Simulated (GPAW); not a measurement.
# ZnS (Wurtzite-6H) (P6_3mc) in GPAW: single point with PBE

Aim: the single point of ZnS (Wurtzite-6H) with PBE.

All numbers are computed with GPAW 26.7.0; they aren't measurements. Logs are shortened: lines on timing, memory, paths and dates and some standing lists are left out, and cuts for length are marked. The log counts tension as positive stress, the text compression.

**What was measured.**

A printed reference work, monograph reports, for a bulk crystal of ZnS at 4 K: band gap 3.911 eV (direct).

How close the calculation comes is told below.

## Step 1: The crystal as given

It takes space group P6_3mc (No. 186, hexagonal). The conventional cell has a = 3.812 Å, b = 3.812 Å, c = 18.690 Å, α = 90.00°, β = 90.00°, γ = 120.00°. Zn (site symmetry 3m) is surrounded by 4 S at 2.33 to 2.34 Å. Zn (site symmetry 3m) has 4 S at 2.33 to 2.34 Å as nearest neighbours. Zn (site symmetry 3m) is surrounded by 4 S at 2.33 to 2.34 Å. Around S (site symmetry 3m) lie 4 Zn at 2.33 to 2.34 Å. Around S (site symmetry 3m) lie 4 Zn at 2.33 to 2.34 Å. S (site symmetry 3m) has 4 Zn at 2.33 to 2.34 Å as nearest neighbours.

## Step 2: Single point, PBE

File run.py:

```python
from ase import Atoms
from ase.dft.bandgap import bandgap
from ase.io import write
from ase.units import GPa
from gpaw import GPAW, PW

atoms = Atoms(['Zn', 'Zn', 'Zn', 'Zn', 'Zn', 'Zn', 'S', 'S', 'S', 'S', 'S', 'S'],
              cell=[[3.812, 0.0, 0.0],
                    [-1.906, 3.3012888392, 0.0],
                    [0.0, 0.0, 18.68999]],
              scaled_positions=[[0.3333333333, 0.6666666667, 0.83333],
                                [0.6666666667, 0.3333333333, 0.33333],
                                [0.6666666667, 0.3333333333, 0.66667],
                                [0.3333333333, 0.6666666667, 0.16667],
                                [0.0, 0.0, 0.5],
                                [0.0, 0.0, 0.0],
                                [0.3333333333, 0.6666666667, 0.95833],
                                [0.6666666667, 0.3333333333, 0.45833],
                                [0.6666666667, 0.3333333333, 0.79167],
                                [0.3333333333, 0.6666666667, 0.29167],
                                [0.0, 0.0, 0.625],
                                [0.0, 0.0, 0.125]],
              pbc=True)

calc = GPAW(mode=PW(600),
            xc='PBE',
            kpts={'size': (8, 8, 2), 'gamma': True},
            occupations={'name': 'methfessel-paxton', 'order': 0, 'width': 0.013000000000000001},
            nbands=84,
            convergence={'density': 1e-05, 'energy': 1e-05},
            maxiter=150,
            txt='gpaw.txt')
atoms.calc = calc
energy = atoms.get_potential_energy()
forces = atoms.get_forces()
stress = atoms.get_stress()
calc.write('gs.gpw')
write('result.traj', atoms)
print(f'Energy: {energy:.6f} eV')
print('Forces (eV/A):')
print(forces.round(4))
print('Stress (GPa):', (stress / GPa).round(3))
print('Fermi level:', round(calc.get_fermi_level(), 4), 'eV')
print(f'Gap: {bandgap(calc)[0]:.4f} eV, direct: {bandgap(calc, direct=True)[0]:.4f} eV')
```

Potentials or basis: GPAW PAW data sets (gpaw-data 1.2.1), pw.

Run with:

```
OMP_NUM_THREADS=1 python run.py
```

gpaw.txt:

```text
__  _  _
 | _ |_)|_||  |
 |__||  | ||/\| - 26.7.0

Input parameters:
  mode=PW(ecut=600.0),
  convergence={'density': 1e-05, 'energy': 1e-05},
  kpts=MonkhorstPack(size=(8, 8, 2), gamma=True),
  maxiter=150,
  nbands=84,
  occupations=Occupations(name='methfessel-paxton', order=0, width=0.013000000000000001),
  xc=XC(name='PBE')

Diagonalizing LCAO Hamiltonian
Converting LCAO to pw mode

         S

         Zn
             S

             Zn

       S

       Zn    S

         S   Zn

         Zn

       S

       Zn

Atoms  # Å, Bohr magnetons
|    | symbol |         x |        y |         z |    initial magnetic moments |
|----|--------|-----------|----------|-----------|-----------------------------|
|  0 |     Zn | -0.000000 | 2.200859 | 15.574929 | ( 0.0000,  0.0000,  0.0000) |
|  1 |     Zn |  1.906000 | 1.100430 |  6.229934 | ( 0.0000,  0.0000,  0.0000) |
|  2 |     Zn |  1.906000 | 1.100430 | 12.460056 | ( 0.0000,  0.0000,  0.0000) |
|  3 |     Zn | -0.000000 | 2.200859 |  3.115061 | ( 0.0000,  0.0000,  0.0000) |
|  4 |     Zn |  0.000000 | 0.000000 |  9.344995 | ( 0.0000,  0.0000,  0.0000) |
|  5 |     Zn |  0.000000 | 0.000000 |  0.000000 | ( 0.0000,  0.0000,  0.0000) |
|  6 |      S | -0.000000 | 2.200859 | 17.911178 | ( 0.0000,  0.0000,  0.0000) |
|  7 |      S |  1.906000 | 1.100430 |  8.566183 | ( 0.0000,  0.0000,  0.0000) |
|  8 |      S |  1.906000 | 1.100430 | 14.796304 | ( 0.0000,  0.0000,  0.0000) |
|  9 |      S | -0.000000 | 2.200859 |  5.451309 | ( 0.0000,  0.0000,  0.0000) |
| 10 |      S |  0.000000 | 0.000000 | 11.681244 | ( 0.0000,  0.0000,  0.0000) |
| 11 |      S |  0.000000 | 0.000000 |  2.336249 | ( 0.0000,  0.0000,  0.0000) |

Unit cell  # Å
| periodic |         x |        y |         z |   lengths |     angles |
|----------|-----------|----------|-----------|-----------|------------|
|      yes |  3.812000 | 0.000000 |  0.000000 |  3.812000 |  90.000000 |
|      yes | -1.906000 | 3.301289 |  0.000000 |  3.812000 |  90.000000 |
|      yes |  0.000000 | 0.000000 | 18.689990 | 18.689990 | 120.000000 |

Number of symmetries: 6
Symmetry operations  # r_c * U_cc + t_c -> r_c
|   | kind |            matrix            |
|---|------|------------------------------|
| 0 |  σ   |  1, 1, 0,  0,-1, 0,  0, 0, 1 |
| 1 |  E   |  1, 0, 0,  0, 1, 0,  0, 0, 1 |
| 2 |  C3  |  0, 1, 0, -1,-1, 0,  0, 0, 1 |
| 3 |  σ   |  0,-1, 0, -1, 0, 0,  0, 0, 1 |
| 4 |  σ   | -1, 0, 0,  1, 1, 0,  0, 0, 1 |
| 5 |  C3  | -1,-1, 0,  1, 0, 0,  0, 0, 1 |

BZ-sampling:
  Number of BZ points: 128
  Number of IBZ points: 20

  Monkhorst-Pack size: [8, 8, 2]
  Monkhorst-Pack shift: [0.0625, 0.0625, 0.25]

K-points  # in reciprocal-cell coordinates
|     |                                coordinates |     weight |
|-----|--------------------------------------------|------------|
|   0 | (  0.00000000,   0.00000000,   0.00000000) | 0.00781250 |
|   1 | (  0.00000000,   0.00000000,   0.50000000) | 0.00781250 |
|   2 | (  0.12500000,   0.00000000,   0.00000000) | 0.04687500 |
|   3 | (  0.12500000,   0.00000000,   0.50000000) | 0.04687500 |
|   4 | (  0.25000000,  -0.12500000,   0.00000000) | 0.04687500 |
|   5 | (  0.25000000,  -0.12500000,   0.50000000) | 0.04687500 |
|   6 | (  0.25000000,   0.00000000,   0.00000000) | 0.04687500 |
|   7 | (  0.25000000,   0.00000000,   0.50000000) | 0.04687500 |
|   8 | (  0.37500000,  -0.12500000,   0.00000000) | 0.09375000 |
|   9 | (  0.37500000,  -0.12500000,   0.50000000) | 0.09375000 |
| ... |                                            |            |
|  19 | (  0.50000000,   0.50000000,   0.50000000) | 0.02343750 |

Plane wave coefficients: 7890
Cutoff: 600.0 eV

Spin-components: 1 (collinear spins)
Bands:           84
Projectors:      66
Spin-degeneracy: 2
Datatype:        complex128

Parallelization:
  kpt:    1
  domain: 1
  band:   1

Density:
  Valence electrons: 108.0
  Components: 1
  Grid points: [ 24  24 108]
  Charge: 0.0  # |e|

Potential:
  Grid points: [ 24  24 108]

species:
  Zn:
    name:    Zinc
    Z:       30.0
    valence: 12
    core:    18
    charge:  0.0  # [|e|]
    compensation charges:
      type: gauss
      rc: 0.37  # [Å]
      lmax: 2
    cutoffs:
      filter: 2.14  # [Å]
      core: 2.28  # [Å]
    projectors
    | kind |    occ | energy [eV] | rcut [Å] |
    |------|--------|-------------|----------|
    |   4s |  2.000 |      -5.977 |    1.286 |
    |   4p |  0.000 |      -1.117 |    1.270 |
    |   3d | 10.000 |     -10.142 |    1.180 |
    |    s |        |      21.234 |    1.286 |
    |    p |        |      26.095 |    1.270 |
    |    d |        |      17.070 |    1.180 |

    Using partial waves for Zn as LCAO basis

  S:
    name:    Sulfur
    Z:       16.0
    valence: 6
    core:    10
    charge:  0.0  # [|e|]
    compensation charges:
      type: gauss
      rc: 0.24  # [Å]
      lmax: 2
    cutoffs:
      filter: 1.77  # [Å]
      core: 1.66  # [Å]
    projectors
    | kind |    occ | energy [eV] | rcut [Å] |
    |------|--------|-------------|----------|
    |   3s |  2.000 |     -17.254 |    0.974 |
    |   3p |  4.000 |      -7.008 |    0.979 |
    |    s |        |       9.957 |    0.974 |
    |    p |        |      20.203 |    0.979 |
    |    d |        |       0.000 |    0.900 |

    Using partial waves for S as LCAO basis

Reference energy: -358313.679303  # eV

eigensolver:
  PPCG
  Converge bands: occupied
  niter=2

density mixing:
  MSR1-Mixer
  Pratt-step length: 0.05
  Maximum mixing coefficient: 0.75
  Old densities: 10
  SVD Regularization: 0.005
  Good broyden scale: 1.0
  Trust region scale: 1.0
  Backstep threshold: 4.0
  History deletion threshold: 6.0
  Fourier metric: weight=20.0, sigma=0.015

occupation numbers:
  Methfessel-Paxton:
    width: 0.0130  # eV
    order: 0

poisson solver:
  ecut: 4800.0  # eV

xc functional:
  name: PBE with 2 nearest neighbor stencil

convergence criteria:
- Maximum integral of absolute [dens]ity change: 1e-05 electrons / valence electron
- Maximum [total energy] change in last 3 cyles: 1e-05 eV / valence electron
- Maximum integral of absolute [eigenst]ate change: 4e-08 eV^2 / valence electron
maximum number of iterations: 150

SCF iterations
|iter     | |      energy | eigst |  dens |
|---------|-|-------------|-------|-------|
|iter:   1| |  -42.954385 | +1.04 |       |
|iter:   2| |  -43.142136 | +0.31 | -1.19 |
|iter:   3| |  -41.769750 | -0.26 | -1.23 |
|iter:   4| |  -41.521104 | -1.25 | -1.62 |
|iter:   5| |  -41.501988 | -2.01 | -1.97 |
|iter:   6| |  -41.510992 | -2.29 | -2.25 |
|iter:   7| |  -41.509505 | -2.84 | -2.80 |
|iter:   8| |  -41.509891 | -3.44 | -3.27 |
|iter:   9| |  -41.509837c| -3.94 | -3.47 |
|iter:  10| |  -41.509853c| -4.62 | -4.08 |
|iter:  11| |  -41.509854c| -5.25 | -4.62 |
|iter:  12| |  -41.509855c| -5.76 | -4.90 |
|iter:  13| |  -41.509855c| -6.38 | -5.27c|
|iter:  14| |  -41.509855c| -7.05 | -5.50c|
|iter:  15| |  -41.509855c| -7.53c| -5.94c|

Converged in 15 steps
Energy contributions relative to reference atoms: (reference = -358313.679303)

Energy contributions:
  Kinetic:          68.098001
  Coulomb:         -57.532706
  Zero:              0.329745
  External:          0.000000
  Xc:              -52.404895
  Entropy:           0.000000
  Spinorbit:         0.000000
  ----------------------------
  Free energy:     -41.509855
  Extrapolated:    -41.509855

dipole moment: (-19.420632, -33.637521, -24.739257)  # |e|*Ang

Fermi level: 4.594
Eigenvalues  # (at kpt = [0.000, 0.000, 0.000])
| band index |      eig [eV] | occ [0-2] |
|------------|---------------|-----------|
|          0 |        -9.364 |     2.000 |
|        ... |               |           |
|         46 |         3.151 |     2.000 |
|         47 |         3.576 |     2.000 |
|         48 |         3.576 |     2.000 |
|         49 |         3.587 |     2.000 |
|         50 |         3.587 |     2.000 |
|         51 |         3.804 |     2.000 |
[... 8 lines left out ...]
|         60 |        10.111 |     0.000 |
|         61 |        10.149 |     0.000 |
|        ... |               |           |
|         83 |        15.959 |     0.000 |

Gap: 2.157 eV
Transition (v -> c):
  (s=0, k=0, n=53, [0.00, 0.00, 0.00]) -> (s=0, k=0, n=54, [0.00, 0.00, 0.00])
No difference between direct/indirect transitions

Forces  # eV/Ang
|        x |        y |        z |
|----------|----------|----------|
|  0.00000 |  0.00000 |  0.00256 |  # Zn   0
|  0.00000 | -0.00000 |  0.00258 |  # Zn   1
| -0.00000 |  0.00000 |  0.01304 |  # Zn   2
|  0.00000 |  0.00000 |  0.01299 |  # Zn   3
|  0.00000 |  0.00000 | -0.00311 |  # Zn   4
| -0.00000 |  0.00000 | -0.00311 |  # Zn   5
|  0.00000 | -0.00000 | -0.02993 |  # S    6
| -0.00000 |  0.00000 | -0.02982 |  # S    7
|  0.00000 |  0.00000 | -0.00690 |  # S    8
| -0.00000 | -0.00000 | -0.00689 |  # S    9
|  0.00000 |  0.00000 |  0.02441 |  # S   10
|  0.00000 |  0.00000 |  0.02422 |  # S   11

Stress tensor  # eV/Ang^3
|         x |         y |         z |
|-----------|-----------|-----------|
| -0.013293 | -0.000000 | -0.000000 |
|  0.000000 | -0.013293 |  0.000000 |
| -0.000000 |  0.000000 | -0.013626 |

# Writing to gs.gpw (mode='')
```

Wall time 4 min (1 thread of Intel Xeon 6975P-C (Granite Rapids), shared host); peak memory 0.52 GiB.

What came out:

```yaml
Free_energy: -41.5099 eV
Pressure: 2.1 GPa
Largest_force: 0.030 eV/Å
Band_gap_on_the_k_mesh: 2.16 eV, direct
```

Forces on the atoms (eV/Å):
```
Zn   0.000  0.000  0.003
Zn   0.000  0.000  0.003
Zn   0.000  0.000  0.013
Zn   0.000  0.000  0.013
Zn   0.000  0.000 -0.003
Zn   0.000  0.000 -0.003
S    0.000  0.000 -0.030
S    0.000  0.000 -0.030
S    0.000  0.000 -0.007
S    0.000  0.000 -0.007
S    0.000  0.000  0.024
S    0.000  0.000  0.024
```

Caveat: the cell's inner coordinates are idealised or old, which leaves forces on the atoms.

## Step 3: Comparison with measurements

Step 2. Measured gap of ZnS: 3.911 eV (direct; 4 K; a printed reference work, monograph). This calculation gives 2.16 eV (-1.75 eV). The value is that of PBE on a finite k mesh, which can miss the band edges, without temperature or zero-point motion. Semilocal functionals fall short of measured gaps as a rule.
